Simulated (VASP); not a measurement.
# MgSn2N2 (P-3m1) in VASP: further runs, part 2 of 2

VASP 6.6.1.

## (3) Relaxation of cell and atoms, PBE

This run uses another cell than the first one, of 16.54 Å³/atom, 1.037 times its volume.

Input file INCAR:

```
ALGO = Normal
EDIFF = 1E-7
EDIFFG = -0.005
ENCUT = 520
GGA = PE
IBRION = 2
ISIF = 3
ISMEAR = 0
KPAR = 2
LASPH = T
LCHARG = F
LREAL = F
LWAVE = F
NELM = 120
NSW = 60
POTIM = 0.3
PREC = Accurate
SIGMA = 0.03
```

Input file KPOINTS:

```
k-points
0
Gamma
  8 8 4
```

Input file POSCAR:

```
MgSn2N2                                 
1.0
    3.2547882091      0.0000000000      0.0000000000
   -1.6273941046      2.8187292704     -0.0000000000
    0.0000000000     -0.0000000000      9.0143066124
  Mg              Sn              N             
     1     2     2
Direct
     0.0000000000000000    1.0000000000000000    0.0000000000000000
     0.6666666699999979    0.3333333300000021    0.2908864326272629
     0.3333333300000021    0.6666666699999979    0.7091135673727370
     0.6666666699999979    0.3333333300000021    0.8539064670535494
     0.3333333300000021    0.6666666699999979    0.1460935329464506
```

Potentials or basis: VASP PAW PBE potentials, release 64 (Mg, Sn_d, N).

Command:

```sh
$ cat potpaw_PBE.64/Mg/POTCAR potpaw_PBE.64/Sn_d/POTCAR potpaw_PBE.64/N/POTCAR > POTCAR
$ mpirun -np 2 vasp_std > vasp.out
```

OUTCAR:

```text
EDIFF = 1E-7
   EDIFFG = -0.005
   ENCUT = 520
   GGA = PE
   IBRION = 2
   ISIF = 3
   ISMEAR = 0
   LASPH = T
   LREAL = F
   NELM = 120
   NSW = 60
   POTIM = 0.3
   PREC = Accurate

 ion  position               nearest neighbor table
   1  0.000  0.000  0.000-   4 2.29   5 2.29   5 2.29   4 2.29   4 2.29   5 2.29   2 3.23   3 3.23
                             3 3.23   2 3.23   3 3.23   2 3.23
   2  0.667  0.333  0.291-   5 2.29   5 2.29   5 2.29   1 3.23   1 3.23   1 3.23
   3  0.333  0.667  0.709-   4 2.29   4 2.29   4 2.29   1 3.23   1 3.23   1 3.23
   4  0.667  0.333  0.854-   3 2.29   3 2.29   3 2.29   1 2.29   1 2.29   1 2.29
   5  0.333  0.667  0.146-   2 2.29   2 2.29   2 2.29   1 2.29   1 2.29   1 2.29

  LATTYP: Found a hexagonal cell.
 ALAT       =     3.2547882091
 C/A-ratio  =     2.7695524358

  Lattice vectors:

 A1 = (   3.2547882091,   0.0000000000,   0.0000000000)
 A2 = (  -1.6273941046,   2.8187292704,   0.0000000000)
 A3 = (   0.0000000000,   0.0000000000,   9.0143066124)

Analysis of symmetry for initial positions (statically):
=====================================================================
 Subroutine PRICEL returns:
 Original cell was already a primitive cell.

 Routine SETGRP: Setting up the symmetry group for a
 hexagonal supercell.

 Subroutine GETGRP returns: Found 12 space group operations
 (whereof 12 operations were pure point group operations)
 out of a pool of 24 trial point group operations.

The static configuration has the point symmetry D_3d.

Analysis of symmetry for dynamics (positions and initial velocities):
=====================================================================
 Subroutine PRICEL returns:
 Original cell was already a primitive cell.

 Routine SETGRP: Setting up the symmetry group for a
 hexagonal supercell.

 Subroutine GETGRP returns: Found 12 space group operations
 (whereof 12 operations were pure point group operations)
 out of a pool of 24 trial point group operations.

The dynamic configuration has the point symmetry D_3d.

 Subroutine INISYM returns: Found 12 space group operations
 (whereof 12 operations are pure point group operations),
 and found     1 'primitive' translations

----------------------------------------------------------------------------------------

                                     Primitive cell

  volume of cell :      82.7006

  direct lattice vectors                    reciprocal lattice vectors
     3.254788209  0.000000000  0.000000000     0.307239653  0.177384897  0.000000000
    -1.627394105  2.818729270  0.000000000     0.000000000  0.354769793  0.000000000
     0.000000000  0.000000000  9.014306612     0.000000000  0.000000000  0.110934767

  length of vectors
     3.254788209  3.254788207  9.014306612     0.354769793  0.354769793  0.110934767

  position of ions in fractional coordinates (direct lattice)
     0.000000000  0.000000000  0.000000000
     0.666666670  0.333333330  0.290886433
     0.333333330  0.666666670  0.709113567
     0.666666670  0.333333330  0.853906467
     0.333333330  0.666666670  0.146093533

  ion indices of the primitive-cell ions
   primitive index   ion index
                 1           1
                 2           2
                 3           3
                 4           4
                 5           5

----------------------------------------------------------------------------------------

[... 68 lines left out ...]
   NELM   =    120;   NELMIN=  2; NELMDL= -5     # of ELM steps
   EDIFF  = 0.1E-06   stopping-criterion for ELM
   LREAL  =      F    real-space projection
   EDIFFG = -.5E-02   stopping-criterion for IOM
   NSW    =     60    number of steps for IOM
   IBRION =      2    ionic relax: 0-MD 1-quasi-New 2-CG
   NFREE  =      1    steps in history (QN), initial steepest desc. (CG)
   ISIF   =      3    stress and relaxation
   ISYM   =      2    0-nonsym 1-usesym 2-fastsym
   POTIM  = 0.3000    time-step for ionic-motion
   TEBEG  =    0.0;   TEEND  =   0.0 temperature during run
   PSTRESS=    0.0 pullay stress
   NELECT =      40.0000    total number of electrons
   NUPDOWN=      -1.0000    fix difference up-down
   EMIN   =  10.00;   EMAX   =-10.00  energy-range for DOS
   EFERMI =   0.00;   METHOD = LEGACY
   ISMEAR =     0;   SIGMA  =   0.03  broadening in eV -4-tet -1-fermi 0-gaus
   EFERMI_NEDOS =   21; number of points for ismear=-14 and -15
   IALGO  =     38    algorithm
   IMIX   =      4    mixing-type and parameters
     AMIX     =   0.40;   BMIX     =  1.00
     AMIX_MAG =   1.60;   BMIX_MAG =  1.00
  volume/ion in A,a.u.               =      16.54       111.62
  Fermi-wavevector in a.u.,A,eV,Ry     =   1.285066  2.428422 22.468580  1.651394
  Thomas-Fermi vector in A             =   2.417222
   LORBIT       =      0    0 simple, 1 ext, 2 COOP (PROOUT), +10 PAW based schemes
   GGA     = PE    functional components
   LHFCALC =     F    Hartree Fock is set to
   AEXX    =    0.0000 exact exchange contribution
   IVDW    =     0    specifies the selected vdW correction
   LEPSILON=     F    determine dielectric tensor
   LRPA    =     F    only Hartree local field effects (RPA)
 conjugate gradient relaxation of ions
 non-spin polarized calculation
 Gauss-broadening in eV      SIGMA  =   0.03
  energy-cutoff  :      520.00
  volume of cell :       82.70
 maximum number of plane-waves:      2252
   NGX = 13   NGY = 13   NGZ = 33

--------------------------------------- Ionic step        1  -------------------------------------------

 number of electron      39.9999999 magnetization

 Free energy of the ion-electron system (eV)
  ---------------------------------------------------
  ext. energy  EPLUGINS =         0.00000000
  ---------------------------------------------------
  free energy    TOTEN  =       -26.49931857 eV

  energy without entropy =      -26.49931857  energy(sigma->0) =      -26.49931857

------------------------ aborting loop because EDIFF is reached ----------------------------------------

  FORCE on cell =-STRESS in cart. coord.  units (eV):
  Direction    XX          YY          ZZ          XY          YZ          ZX
  --------------------------------------------------------------------------------------
  -------------------------------------------------------------------------------------
  Total        0.0042929      0.0042929      0.0336880     -0.0000000      0.0000000     -0.0000000
  in kB        0.0831670      0.0831670      0.6526457     -0.0000000      0.0000000     -0.0000000
  external PRESSURE =       0.2729932 kB  Pullay stress =       0.0000000 kB
[... 98 lines left out ...]
  FREE ENERGIE OF THE ION-ELECTRON SYSTEM (eV)
  ---------------------------------------------------
  free  energy   TOTEN  =       -26.4993450509 eV

  energy  without entropy=      -26.4993450509  energy(sigma->0) =      -26.49934505

[... ionic steps 4 to 11 ...]

--------------------------------------- Ionic step       12  -------------------------------------------

 number of electron      40.0000001 magnetization

------------------------ aborting loop because EDIFF is reached ----------------------------------------
[... 73 lines left out ...]
--------------------------------------- Ionic step       14  -------------------------------------------

 number of electron      40.0000003 magnetization

 Free energy of the ion-electron system (eV)
  ---------------------------------------------------
  ext. energy  EPLUGINS =         0.00000000
  ---------------------------------------------------
  free energy    TOTEN  =       -26.49950627 eV

  energy without entropy =      -26.49950627  energy(sigma->0) =      -26.49950627

 E-fermi :   6.5187     XC(G=0): -10.3772

 val. band max:        6.3489357375   @ k =   0.0000   0.0000   0.0000
 cond. band min:       7.2085120121   @ k =   0.5000  -0.0000   0.2500
 fundamental gap:      0.8595762746
 Fermi energy:         6.5186785214

 k-point     1 :       0.0000    0.0000    0.0000
  band No.  band energies     occupation
      1     -14.5983      2.00000
      2     -14.5983      2.00000
      3     -14.5980      2.00000
      4     -14.5980      2.00000
      5     -14.5124      2.00000
      6     -14.5068      2.00000
[... 637 lines left out ...]
     23       9.8691      0.00000
     24      10.6788      0.00000

 [... further k-points ...]

------------------------ aborting loop because EDIFF is reached ----------------------------------------

  FORCE on cell =-STRESS in cart. coord.  units (eV):
  Direction    XX          YY          ZZ          XY          YZ          ZX
  --------------------------------------------------------------------------------------
  -------------------------------------------------------------------------------------
  Total        0.0094166      0.0094166     -0.0060321     -0.0000000      0.0000000      0.0000000
  in kB        0.1815899      0.1815899     -0.1163230     -0.0000000      0.0000000      0.0000000
  external PRESSURE =       0.0822856 kB  Pullay stress =       0.0000000 kB
[... 20 lines left out ...]
  FREE ENERGIE OF THE ION-ELECTRON SYSTEM (eV)
  ---------------------------------------------------
  free  energy   TOTEN  =       -26.4995062738 eV

  energy  without entropy=      -26.4995062738  energy(sigma->0) =      -26.49950627

 reached required accuracy - stopping structural energy minimisation
```

Run time: 7.8 min. Hardware: 2 MPI ranks of Intel Xeon Platinum 8488C (Sapphire Rapids), shared host; peak memory 0.23 GiB.

Results:

```yaml
Free_energy: -26.4995 eV
Relaxed_volume: 16.62 Å³/atom
Relaxed_cell: a = 3.254 Å, b = 3.254 Å, c = 9.059 Å, α = 90.00°, β = 90.00°, γ = 120.00°
Space_group_after_relaxing_to_0.05_Å: P-3m1 (No. 164)
Energy_gained_by_relaxing: 0.0 meV/atom
Ionic_steps: 14
Pressure_after_relaxing: 0.0 GPa
Largest_force_after_relaxing: 0.003 eV/Å
Band_gap_on_the_k_mesh: 0.86 eV, indirect (least direct gap 1.46 eV)
```

Forces in eV/Å, atoms in the order of the input:
```
Mg   0.000  0.000  0.000
Sn   0.000  0.000 -0.003
Sn   0.000  0.000  0.003
N    0.000  0.000 -0.002
N    0.000  0.000  0.002
```

Step by step:
```csv
step,energy change (eV),largest force (eV/Å),pressure (GPa),volume (Å³)
1,0.0000,0.0081,0.03,82.70
2,0.0000,0.0086,0.01,82.72
3,0.0000,0.0106,-0.02,82.78
4,0.0000,0.0114,-0.04,82.81
5,0.0000,0.0090,-0.03,82.81
6,-0.0001,0.0151,0.01,82.81
7,0.0000,0.0278,0.07,82.82
8,-0.0001,0.0200,0.03,82.82
9,-0.0001,0.0192,0.03,82.82
10,-0.0001,0.0166,0.03,82.85
11,-0.0001,0.0115,0.04,82.89
12,-0.0002,0.0068,0.03,82.98
13,-0.0002,0.0084,0.03,83.01
14,-0.0002,0.0034,0.01,83.08
```

Final structure:
```yaml
crystal:
  lattice:
    - [3.25419, 0.00000, 0.00000]
    - [-1.62709, 2.81821, 0.00000]
    - [0.00000, 0.00000, 9.05935]
  atoms:
    - { symbol: Mg, position: [0.00000, 0.00000, 0.00000] }
    - { symbol: Sn, position: [0.66667, 0.33333, 0.28950] }
    - { symbol: Sn, position: [0.33333, 0.66667, 0.71050] }
    - { symbol: N, position: [0.66667, 0.33333, 0.85460] }
    - { symbol: N, position: [0.33333, 0.66667, 0.14540] }
```

Caveat: spin-orbit coupling is left out, which moves the levels of the heavy elements.

## (4) Single point, r2SCAN

This run uses another cell than the first one, of 16.62 Å³/atom, 1.042 times its volume.

Input file INCAR:

```
SYSTEM = MgSn2N2
  ALGO = Normal
  EDIFF = 1E-6
  ENCUT = 520
  ISIF = 2
  ISMEAR = 0
  KPAR = 2
  LASPH = .TRUE.
  LCHARG = .FALSE.
  LMIXTAU = .TRUE.
  LREAL = .FALSE.
  LWAVE = .FALSE.
  METAGGA = R2SCAN
  NBANDS = 28
  NELM = 150
  PREC = Accurate
  SIGMA = 0.03
```

Input file KPOINTS:

```
k-points
0
G
  8 8 4
  0 0 0
```

Input file POSCAR:

```
MgSn2N2                                 
1.0
    3.2541863039      0.0000000000     -0.0000000000
   -1.6270931520      2.8182080052     -0.0000000000
    0.0000000000      0.0000000000      9.0593469916
  Mg              Sn              N             
     1     2     2
Direct
     0.0000000000000000    1.0000000000000000    0.0000000000000000
     0.6666666699999979    0.3333333300000021    0.2895031568227654
     0.3333333300000021    0.6666666699999979    0.7104968431772345
     0.6666666699999979    0.3333333300000021    0.8546016873149284
     0.3333333300000021    0.6666666699999979    0.1453983126850715
```

Potentials or basis: VASP PAW PBE potentials, release 64 (Mg, Sn_d, N).

Command:

```sh
$ cat potpaw_PBE.64/Mg/POTCAR potpaw_PBE.64/Sn_d/POTCAR potpaw_PBE.64/N/POTCAR > POTCAR
$ mpirun -np 2 vasp_std > vasp.out
```

OUTCAR:

```text
SYSTEM = MgSn2N2
   EDIFF = 1E-6
   ENCUT = 520
   ISIF = 2
   ISMEAR = 0
   LASPH = .TRUE.
   LREAL = .FALSE.
   METAGGA = R2SCAN
   NELM = 150
   PREC = Accurate

 ion  position               nearest neighbor table
   1  0.000  0.000  0.000-   4 2.29   5 2.29   5 2.29   4 2.29   4 2.29   5 2.29   2 3.23   3 3.23
                             3 3.23   2 3.23   3 3.23   2 3.23
   2  0.667  0.333  0.290-   5 2.29   5 2.29   5 2.29   1 3.23   1 3.23   1 3.23
   3  0.333  0.667  0.710-   4 2.29   4 2.29   4 2.29   1 3.23   1 3.23   1 3.23
   4  0.667  0.333  0.855-   3 2.29   3 2.29   3 2.29   1 2.29   1 2.29   1 2.29
   5  0.333  0.667  0.145-   2 2.29   2 2.29   2 2.29   1 2.29   1 2.29   1 2.29

  LATTYP: Found a hexagonal cell.
 ALAT       =     3.2541863039
 C/A-ratio  =     2.7839054515

  Lattice vectors:

 A1 = (   3.2541863039,   0.0000000000,   0.0000000000)
 A2 = (  -1.6270931520,   2.8182080052,   0.0000000000)
 A3 = (   0.0000000000,   0.0000000000,   9.0593469916)

Analysis of symmetry for initial positions (statically):
=====================================================================
 Subroutine PRICEL returns:
[... 181 lines left out ...]
 cond. band min:       7.2899849106   @ k =   0.5000  -0.0000   0.2500
 fundamental gap:      1.1290167714
 Fermi energy:         6.3704174387

 k-point     1 :       0.0000    0.0000    0.0000
  band No.  band energies     occupation
      1     -15.3912      2.00000
      2     -15.3911      2.00000
      3     -15.3908      2.00000
      4     -15.3907      2.00000
      5     -15.2818      2.00000
      6     -15.2755      2.00000
[... 733 lines left out ...]
     27      14.8107      0.00000
     28      15.2263      0.00000

 [... further k-points ...]

------------------------ aborting loop because EDIFF is reached ----------------------------------------

  FORCE on cell =-STRESS in cart. coord.  units (eV):
  Direction    XX          YY          ZZ          XY          YZ          ZX
  --------------------------------------------------------------------------------------
  -------------------------------------------------------------------------------------
  Total       -1.5919130     -1.5919130     -1.3473659      0.0000000      0.0000000      0.0000000
  in kB      -30.6985283    -30.6985283    -25.9826707      0.0000000      0.0000000      0.0000000
  external PRESSURE =     -29.1265758 kB  Pullay stress =       0.0000000 kB

 VOLUME and BASIS-vectors are now :
 -----------------------------------------------------------------------------
  energy-cutoff  :      520.00
  volume of cell :       83.08
      direct lattice vectors                 reciprocal lattice vectors
     3.254186304  0.000000000  0.000000000     0.307296481  0.177417706  0.000000000
    -1.627093152  2.818208005  0.000000000     0.000000000  0.354835412  0.000000000
     0.000000000  0.000000000  9.059346992     0.000000000  0.000000000  0.110383232

 POSITION                                       TOTAL-FORCE (eV/Angst)
 -----------------------------------------------------------------------------------
      0.00000      0.00000      0.00000        -0.000000      0.000000      0.000000
      1.62709      0.93940      2.62271        -0.000000      0.000000     -0.403257
     -0.00000      1.87881      6.43664         0.000000      0.000000      0.403257
      1.62709      0.93940      7.74213        -0.000000      0.000000     -0.209515
     -0.00000      1.87881      1.31721         0.000000     -0.000000      0.209515
 -----------------------------------------------------------------------------------
    total drift:                                0.000000      0.000000     -0.000000

  FREE ENERGIE OF THE ION-ELECTRON SYSTEM (eV)
  ---------------------------------------------------
  free  energy   TOTEN  =       -73.0196922524 eV

  energy  without entropy=      -73.0196922524  energy(sigma->0) =      -73.01969225
```

Run time: 3.2 min. Hardware: 2 MPI ranks of Intel Xeon Platinum 8488C (Sapphire Rapids), shared host; peak memory 0.24 GiB.

Results:

| Item | Value |
| --- | --- |
| Free energy | -73.0197 eV |
| Pressure | -2.9 GPa |
| Largest force | 0.403 eV/Å |
| Band gap on the k mesh | 1.13 eV, indirect (least direct gap 1.88 eV) |

Forces in eV/Å, atoms in the order of the input:
```
Mg   0.000  0.000  0.000
Sn   0.000  0.000 -0.403
Sn   0.000  0.000  0.403
N    0.000  0.000 -0.210
N    0.000  0.000  0.210
```

Caveat: the PAW data sets were made with another functional, which shifts forces and pressure a little; spin-orbit coupling is left out, which moves the levels of the heavy elements.
